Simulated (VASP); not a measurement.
# AlN (F-43m) in VASP: band structure with PBE

Aim: the band structure of AlN with PBE.

Program: VASP 6.6.1. These are calculated values, not measurements. Logs are shortened: lines on timing, memory, paths and dates and some standing lists are left out, and cuts for length are marked.

### Step 1. The structure

The structure is cubic, space group F-43m (No. 216). The conventional cell has a = 4.401 Å, b = 4.401 Å, c = 4.401 Å, α = 90.00°, β = 90.00°, γ = 90.00°. Al (site symmetry -43m) is surrounded by 4 N at 1.91 Å. N (site symmetry -43m) has 4 Al at 1.91 Å as nearest neighbours.

Measurements of this composition are mostly on another form, of space group No. 186.

### Step 2. Band structure, PBE

File POSCAR:

```
AlN                                     
1.0
    0.0000000000      2.2005482856      2.2005482856
    2.2005482856      0.0000000000      2.2005482856
    2.2005482856      2.2005482856      0.0000000000
  Al              N             
     1     1
Direct
     0.0000000000000000    0.0000000000000000    0.0000000000000000
     0.7500000000000000    0.7500000000000000    0.7500000000000000
```

File INCAR.step1:

```
SYSTEM = AlN
PREC     = Accurate       ! precision mode
ENCUT    = 520            ! plane-wave cutoff, eV
EDIFF    = 1E-7           ! SCF threshold, eV
ISMEAR   = 0              ! smearing method
SIGMA    = 0.02           ! smearing width, eV
LREAL    = .False.        ! projectors in reciprocal space
LASPH    = .True.         ! aspherical terms in the spheres
NELM     = 80             ! most SCF steps
ALGO     = Normal         ! electronic algorithm
ISIF     = 2              ! what is computed and relaxed
LWAVE    = .False.        ! write WAVECAR
LCHARG   = .True.         ! write CHGCAR
GGA      = PE             ! functional
```

File KPOINTS.step1:

```
regular mesh
0
Gamma
  12 12 12
  0 0 0
```

File INCAR.step2:

```
SYSTEM = AlN
PREC     = Accurate       ! precision mode
ENCUT    = 520            ! plane-wave cutoff, eV
EDIFF    = 1E-7           ! SCF threshold, eV
ISMEAR   = 0              ! smearing method
SIGMA    = 0.05           ! smearing width, eV
LREAL    = .False.        ! projectors in reciprocal space
LASPH    = .True.         ! aspherical terms in the spheres
NELM     = 80             ! most SCF steps
ALGO     = Normal         ! electronic algorithm
ISIF     = 2              ! what is computed and relaxed
LWAVE    = .False.        ! write WAVECAR
LCHARG   = .False.        ! write CHGCAR
GGA      = PE             ! functional
ICHARG   = 11             ! starting density
```

File KPOINTS.step2:

```
path GXWKGLUWLK,UX
10
line-mode
reciprocal
 0.0000000000  0.0000000000  0.0000000000  G
 0.5000000000  0.0000000000  0.5000000000  X

 0.5000000000  0.0000000000  0.5000000000  X
 0.5000000000  0.2500000000  0.7500000000  W

 0.5000000000  0.2500000000  0.7500000000  W
 0.3750000000  0.3750000000  0.7500000000  K

 0.3750000000  0.3750000000  0.7500000000  K
 0.0000000000  0.0000000000  0.0000000000  G

 0.0000000000  0.0000000000  0.0000000000  G
 0.5000000000  0.5000000000  0.5000000000  L

 0.5000000000  0.5000000000  0.5000000000  L
 0.6250000000  0.2500000000  0.6250000000  U

 0.6250000000  0.2500000000  0.6250000000  U
 0.5000000000  0.2500000000  0.7500000000  W

 0.5000000000  0.2500000000  0.7500000000  W
 0.5000000000  0.5000000000  0.5000000000  L

 0.5000000000  0.5000000000  0.5000000000  L
 0.3750000000  0.3750000000  0.7500000000  K

 0.6250000000  0.2500000000  0.6250000000  U
 0.5000000000  0.0000000000  0.5000000000  X
```

Potentials or basis: VASP PAW PBE potentials, release 64 (Al, N).

The run is started by

```sh
$ cat potpaw_PBE.64/Al/POTCAR potpaw_PBE.64/N/POTCAR > POTCAR
$ cp INCAR.step1 INCAR
$ cp KPOINTS.step1 KPOINTS
$ mpirun -np 1 vasp_std > vasp.out
$ cp INCAR.step2 INCAR
$ cp KPOINTS.step2 KPOINTS
$ mpirun -np 1 vasp_std > vasp.out
```

OUTCAR:

```text
SYSTEM = AlN
   PREC = Accurate
   ENCUT = 520
   EDIFF = 1E-7
   ISMEAR = 0
   LREAL = .False.
   LASPH = .True.
   NELM = 80
   ISIF = 2
   GGA = PE
   ICHARG = 11

 ion  position               nearest neighbor table
   1  0.000  0.000  0.000-   2 1.91   2 1.91   2 1.91   2 1.91
   2  0.750  0.750  0.750-   1 1.91   1 1.91   1 1.91   1 1.91

  LATTYP: Found a face centered cubic cell.
 ALAT       =     4.4010965712

  Lattice vectors:

 A1 = (   0.0000000000,   2.2005482856,   2.2005482856)
 A2 = (   2.2005482856,   0.0000000000,   2.2005482856)
 A3 = (   2.2005482856,   2.2005482856,   0.0000000000)

Analysis of symmetry for initial positions (statically):
=====================================================================
 Subroutine PRICEL returns:
 Original cell was already a primitive cell.

 Routine SETGRP: Setting up the symmetry group for a
 face centered cubic supercell.

 Subroutine GETGRP returns: Found 24 space group operations
 (whereof 24 operations were pure point group operations)
 out of a pool of 48 trial point group operations.

The static configuration has the point symmetry T_d .

Analysis of symmetry for dynamics (positions and initial velocities):
=====================================================================
 Subroutine PRICEL returns:
 Original cell was already a primitive cell.

 Routine SETGRP: Setting up the symmetry group for a
 face centered cubic supercell.

 Subroutine GETGRP returns: Found 24 space group operations
 (whereof 24 operations were pure point group operations)
 out of a pool of 48 trial point group operations.

The dynamic configuration has the point symmetry T_d .

 Subroutine INISYM returns: Found 24 space group operations
 (whereof 24 operations are pure point group operations),
 and found     1 'primitive' translations

----------------------------------------------------------------------------------------

                                     Primitive cell

  volume of cell :      21.3119

  direct lattice vectors                    reciprocal lattice vectors
     0.000000000  2.200548286  2.200548286    -0.227216100  0.227216100  0.227216100
     2.200548286  0.000000000  2.200548286     0.227216100 -0.227216100  0.227216100
     2.200548286  2.200548286  0.000000000     0.227216100  0.227216100 -0.227216100

  length of vectors
     3.112045230  3.112045230  3.112045230     0.393549830  0.393549830  0.393549830

  position of ions in fractional coordinates (direct lattice)
     0.000000000  0.000000000  0.000000000
     0.750000000  0.750000000  0.750000000

  ion indices of the primitive-cell ions
   primitive index   ion index
                 1           1
                 2           2

----------------------------------------------------------------------------------------

 KPOINTS: path GXWKGLUWLK,UX

Interpolating k-points between supplied coordinates.

 Line segments in fractional coordinates (reciprocal lattice):
    0.000000  0.000000  0.000000  ...  0.500000  0.000000  0.500000
    0.500000  0.000000  0.500000  ...  0.500000  0.250000  0.750000
    0.500000  0.250000  0.750000  ...  0.375000  0.375000  0.750000
    0.375000  0.375000  0.750000  ...  0.000000  0.000000  0.000000
    0.000000  0.000000  0.000000  ...  0.500000  0.500000  0.500000
    0.500000  0.500000  0.500000  ...  0.625000  0.250000  0.625000
    0.625000  0.250000  0.625000  ...  0.500000  0.250000  0.750000
    0.500000  0.250000  0.750000  ...  0.500000  0.500000  0.500000
    0.500000  0.500000  0.500000  ...  0.375000  0.375000  0.750000
    0.625000  0.250000  0.625000  ...  0.500000  0.000000  0.500000

 Generated    10 points on each line segment, for a total of    100 k-points:

 Following reciprocal coordinates:
            Coordinates               Weight
  0.000000  0.000000  0.000000      0.010000
  0.055556  0.000000  0.055556      0.010000
  0.111111  0.000000  0.111111      0.010000
  0.166667  0.000000  0.166667      0.010000
  0.222222  0.000000  0.222222      0.010000
  0.277778  0.000000  0.277778      0.010000
[... 16 lines left out ...]
  0.472222  0.277778  0.750000      0.010000
  0.458333  0.291667  0.750000      0.010000
 [... further k-points ...]
   k-points           NKPTS =    100   k-points in BZ     NKDIM =    100   number of bands    NBANDS=      8
   number of dos      NEDOS =    301   number of ions     NIONS =      2
   total plane-waves  NPLWV =  13824
   dimension x,y,z NGX =    24 NGY =   24 NGZ =   24
   dimension x,y,z NGXF=    48 NGYF=   48 NGZF=   48
   ions per type =               1   1
   NGX,Y,Z   is equivalent  to a cutoff of  12.82, 12.82, 12.82 a.u.
   NGXF,Y,Z  is equivalent  to a cutoff of  25.64, 25.64, 25.64 a.u.
 SYSTEM =  AlN
   PREC   = accura    normal or accurate (medium, high low for compatibility)
   ISTART =      0    job   : 0-new  1-cont  2-samecut
   ICHARG =     11    charge: 1-file 2-atom 10-const
   ISPIN  =      1    spin polarized calculation?
   LNONCOLLINEAR =      F non collinear calculations
   LSORBIT =      F    spin-orbit coupling
   LASPH  =      T    aspherical Exc in radial PAW
   ENCUT  =  520.0 eV  38.22 Ry    6.18 a.u.   5.79  5.79  5.79*2*pi/ulx,y,z
   NELM   =     80;   NELMIN=  2; NELMDL=  0     # of ELM steps
   EDIFF  = 0.1E-06   stopping-criterion for ELM
   LREAL  =      F    real-space projection
   EDIFFG = 0.1E-05   stopping-criterion for IOM
   NSW    =      0    number of steps for IOM
   IBRION =     -1    ionic relax: 0-MD 1-quasi-New 2-CG
   NFREE  =      0    steps in history (QN), initial steepest desc. (CG)
   ISIF   =      2    stress and relaxation
   ISYM   =      2    0-nonsym 1-usesym 2-fastsym
   POTIM  = 0.5000    time-step for ionic-motion
   TEBEG  =    0.0;   TEEND  =   0.0 temperature during run
   PSTRESS=    0.0 pullay stress
   NELECT =       8.0000    total number of electrons
   NUPDOWN=      -1.0000    fix difference up-down
   EMIN   =  10.00;   EMAX   =-10.00  energy-range for DOS
   EFERMI =   0.00;   METHOD = LEGACY
   ISMEAR =     0;   SIGMA  =   0.05  broadening in eV -4-tet -1-fermi 0-gaus
   EFERMI_NEDOS =   21; number of points for ismear=-14 and -15
   IALGO  =     38    algorithm
   IMIX   =      4    mixing-type and parameters
     AMIX     =   0.40;   BMIX     =  1.00
     AMIX_MAG =   1.60;   BMIX_MAG =  1.00
  volume/ion in A,a.u.               =      10.66        71.91
  Fermi-wavevector in a.u.,A,eV,Ry     =   1.180948  2.231667 18.975188  1.394637
  Thomas-Fermi vector in A             =   2.317230
   LORBIT       =      0    0 simple, 1 ext, 2 COOP (PROOUT), +10 PAW based schemes
   GGA     = PE    functional components
   LHFCALC =     F    Hartree Fock is set to
   AEXX    =    0.0000 exact exchange contribution
   IVDW    =     0    specifies the selected vdW correction
   LEPSILON=     F    determine dielectric tensor
   LRPA    =     F    only Hartree local field effects (RPA)
 non-spin polarized calculation
 Gauss-broadening in eV      SIGMA  =   0.05
  energy-cutoff  :      520.00
  volume of cell :       21.31
 maximum number of plane-waves:       589
 NGX is ok and might be reduce to    24

 number of electron       8.0000001 magnetization

 Free energy of the ion-electron system (eV)
  ---------------------------------------------------
  ext. energy  EPLUGINS =         0.00000000
  ---------------------------------------------------
  free energy    TOTEN  =       -15.09158361 eV

  energy without entropy =      -15.09158361  energy(sigma->0) =      -15.09158361

 E-fermi :   6.0661     XC(G=0): -10.8352

 val. band max:        5.7579772089   @ k =   0.0000   0.0000   0.0000
 cond. band min:       9.0639423227   @ k =   0.5000   0.0000   0.5000
 fundamental gap:      3.3059651137
 Fermi energy:         6.0661121474

 k-point     1 :       0.0000    0.0000    0.0000
  band No.  band energies     occupation
      1      -9.0924      2.00000
      2       5.7580      2.00000
      3       5.7580      2.00000
      4       5.7580      2.00000
      5       9.7549      0.00000
      6      18.0957      0.00000
      7      18.0957      0.00000
      8      18.0957      0.00000

 k-point     2 :       0.0556    0.0000    0.0556
  band No.  band energies     occupation
      1      -9.0335      2.00000
      2       5.4723      2.00000
      3       5.6928      2.00000
      4       5.6928      2.00000
      5      10.0681      0.00000
      6      17.8868      0.00000
      7      18.1833      0.00000
      8      18.1833      0.00000

 k-point     3 :       0.1111    0.0000    0.1111
  band No.  band energies     occupation
      1      -8.8590      2.00000
      2       4.8122      2.00000
      3       5.5109      2.00000
      4       5.5109      2.00000
      5      10.7748      0.00000
      6      17.3537      0.00000
      7      18.4326      0.00000
      8      18.4326      0.00000

 k-point     4 :       0.1667    0.0000    0.1667
  band No.  band energies     occupation
      1      -8.5783      2.00000
      2       4.0335      2.00000
      3       5.2475      2.00000
      4       5.2475      2.00000
      5      11.4772      0.00000
      6      16.6931      0.00000
      7      18.2641      0.00000
      8      18.8108      0.00000

 k-point     5 :       0.2222    0.0000    0.2222
  band No.  band energies     occupation
      1      -8.2081      2.00000
      2       3.2581      2.00000
      3       4.9459      2.00000
      4       4.9459      2.00000
      5      11.7446      0.00000
      6      16.1012      0.00000
      7      17.2357      0.00000
      8      19.2780      0.00000
[... 177 lines left out ...]
 k-point    22 :       0.4861    0.2639    0.7500
  band No.  band energies     occupation
      1      -6.4463      2.00000
      2       1.9648      2.00000
      3       2.4115      2.00000
      4       3.1568      2.00000
      5      11.7295      0.00000
      6      16.9207      0.00000
      7      17.5609      0.00000
      8      17.7303      0.00000

 k-point    23 :       0.4722    0.2778    0.7500
  band No.  band energies     occupation
      1      -6.4542      2.00000
      2       1.8892      2.00000
      3       2.4075      2.00000
      4       3.2897      2.00000
      5      11.6636      0.00000
      6      16.6620      0.00000
      7      17.7357      0.00000
      8      17.9012      0.00000

 k-point    24 :       0.4583    0.2917    0.7500
  band No.  band energies     occupation
      1      -6.4650      2.00000
      2       1.8086      2.00000
      3       2.3754      2.00000
      4       3.4834      2.00000
      5      11.5575      0.00000
      6      16.4065      0.00000
      7      17.9477      0.00000
      8      18.0947      0.00000

 [... further k-points ...]

------------------------ aborting loop because EDIFF is reached ----------------------------------------

  FORCE on cell =-STRESS in cart. coord.  units (eV):
  Direction    XX          YY          ZZ          XY          YZ          ZX
  --------------------------------------------------------------------------------------
  -------------------------------------------------------------------------------------
  Total       -0.4760688     -0.4760688     -0.4760688     -0.0000000     -0.0000000     -0.0000000
  in kB      -35.7896606    -35.7896606    -35.7896606     -0.0000000     -0.0000000     -0.0000000
  external PRESSURE =     -35.7896606 kB  Pullay stress =       0.0000000 kB

 VOLUME and BASIS-vectors are now :
 -----------------------------------------------------------------------------
  energy-cutoff  :      520.00
  volume of cell :       21.31
      direct lattice vectors                 reciprocal lattice vectors
     0.000000000  2.200548286  2.200548286    -0.227216100  0.227216100  0.227216100
     2.200548286  0.000000000  2.200548286     0.227216100 -0.227216100  0.227216100
     2.200548286  2.200548286  0.000000000     0.227216100  0.227216100 -0.227216100

 POSITION                                       TOTAL-FORCE (eV/Angst)
 -----------------------------------------------------------------------------------
      0.00000      0.00000      0.00000        -0.000000     -0.000000     -0.000000
      3.30082      3.30082      3.30082         0.000000      0.000000      0.000000
 -----------------------------------------------------------------------------------
    total drift:                               -0.000000     -0.000000     -0.000000

  FREE ENERGIE OF THE ION-ELECTRON SYSTEM (eV)
  ---------------------------------------------------
  free  energy   TOTEN  =       -15.0915836097 eV

  energy  without entropy=      -15.0915836097  energy(sigma->0) =      -15.09158361
```

Wall time 8.6 s (1 thread of Intel Xeon 6975P-C (Granite Rapids), shared host); peak memory 0.13 GiB.

Results:

* Band gap on the k mesh: 3.31 eV, indirect (least direct gap 4.00 eV)
* Band gap along the path: 3.31 eV, indirect (least direct gap 4.00 eV)

Levels at the corners of the path, in eV from the valence-band top:
| point | band 1 | band 2 | band 3 | band 4 | band 5 | band 6 | band 7 | band 8 |
| --- | --- | --- | --- | --- | --- | --- | --- | --- |
| Γ | -14.85 | 0.00 | 0.00 | 0.00 | 4.00 | 12.34 | 12.34 | 12.34 |
| X | -12.25 | -4.83 | -1.75 | -1.75 | 3.31 | 8.48 | 13.65 | 15.45 |
| X | -12.25 | -4.83 | -1.75 | -1.75 | 3.31 | 8.48 | 13.65 | 15.45 |
| W | -12.20 | -3.76 | -3.36 | -2.65 | 5.99 | 11.30 | 11.76 | 11.85 |
| W | -12.20 | -3.76 | -3.36 | -2.65 | 5.99 | 11.30 | 11.76 | 11.85 |
| K | -12.27 | -4.20 | -3.56 | -1.35 | 5.12 | 9.94 | 12.79 | 13.96 |
| K | -12.27 | -4.20 | -3.56 | -1.35 | 5.12 | 9.94 | 12.79 | 13.96 |
| Γ | -14.85 | 0.00 | 0.00 | 0.00 | 4.00 | 12.34 | 12.34 | 12.34 |
| Γ | -14.85 | 0.00 | 0.00 | 0.00 | 4.00 | 12.34 | 12.34 | 12.34 |
| L | -12.87 | -5.76 | -0.48 | -0.48 | 7.17 | 9.71 | 11.00 | 11.00 |
| L | -12.87 | -5.76 | -0.48 | -0.48 | 7.17 | 9.71 | 11.00 | 11.00 |
| U | -12.27 | -4.20 | -3.56 | -1.35 | 5.12 | 9.94 | 12.79 | 13.96 |
| U | -12.27 | -4.20 | -3.56 | -1.35 | 5.12 | 9.94 | 12.79 | 13.96 |
| W | -12.20 | -3.76 | -3.36 | -2.65 | 5.99 | 11.30 | 11.76 | 11.85 |
| W | -12.20 | -3.76 | -3.36 | -2.65 | 5.99 | 11.30 | 11.76 | 11.85 |
| L | -12.87 | -5.76 | -0.48 | -0.48 | 7.17 | 9.71 | 11.00 | 11.00 |
| L | -12.87 | -5.76 | -0.48 | -0.48 | 7.17 | 9.71 | 11.00 | 11.00 |
| K | -12.27 | -4.20 | -3.56 | -1.35 | 5.12 | 9.94 | 12.79 | 13.96 |
| U | -12.27 | -4.20 | -3.56 | -1.35 | 5.12 | 9.94 | 12.79 | 13.96 |
| X | -12.25 | -4.83 | -1.75 | -1.75 | 3.31 | 8.48 | 13.65 | 15.45 |

Caveat: the log is that of the step along the path at fixed density, whose energy, stress, charges and moments have no meaning.
